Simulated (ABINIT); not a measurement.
Crystal: RbCl.

```
CELL_PARAMETERS angstrom
0.00000 3.27400 3.27400
3.27400 0.00000 3.27400
3.27400 3.27400 0.00000
ATOMIC_POSITIONS crystal
Rb 0.00000 0.00000 0.00000
Cl 0.50000 0.50000 0.50000
```

Base run:

* Program: ABINIT 10.8.3 (patched build)
* Functional: PBE
* Potentials or basis: JTH PAW PBE v2.0
* Cutoff: 680 eV
* k mesh: 7 × 7 × 7
* Occupations: fermi-dirac, width 0.05 eV
* Spin: no spin polarisation

Its results: band gap on the k mesh 5.04 eV, direct; pressure 1.3 GPa.

Q: The run is repeated on the same cell with these changes: functional from PBE to r2SCAN; cutoff from 680 eV to 816 eV; fine-grid cutoff from 1278.94 eV to 1414.99 eV. What comes out?

A: Band gap on the k mesh 5.65 eV, direct; pressure 0.6 GPa.

Caveats: the PAW data sets were made with another functional, which shifts forces and pressure a little (some runs).
